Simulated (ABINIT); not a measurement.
Bi, 1 atom in the cell. The typed cell holds 1 atom: a = 3.435 Å, b = 3.411 Å, c = 3.481 Å, α = 107.43°, β = 111.24°, γ = 110.38°. This isn't the form of Bi at room conditions, which is rhombohedral. The cell isn't the ideal one: cell strained at random at fixed volume.

* Program: ABINIT 10.8.3 (patched build)
* Task: single point
* Functional: PBE
* Potentials or basis: JTH PAW PBE v2.0
* Cutoff: 599 eV
* k mesh: 9 × 9 × 9
* Occupations: fermi-dirac, width 0.05 eV
* Spin: no spin polarisation
* Fine-grid cutoff: 1197.3 eV
* Exchange and correlation inside the PAW spheres: full angular mesh (pawxcdev 0, this build's default; the released program takes 1)

Potentials or basis: JTH PAW PBE v2.0.

Command:

```bash
$ abinit run.abi > log 2>&1
```

Hardware: 1 thread of Arm Neoverse V1, on a shared host.

Problem. Estimate the wall time of this run.

Solution. Wall time 2.1 min on 1 thread of Arm Neoverse V1, on a shared host, peak memory 0.27 GiB. Counts: scf iterations 10, mpi ranks 1, k points 365, bands 12, plane waves 1049.
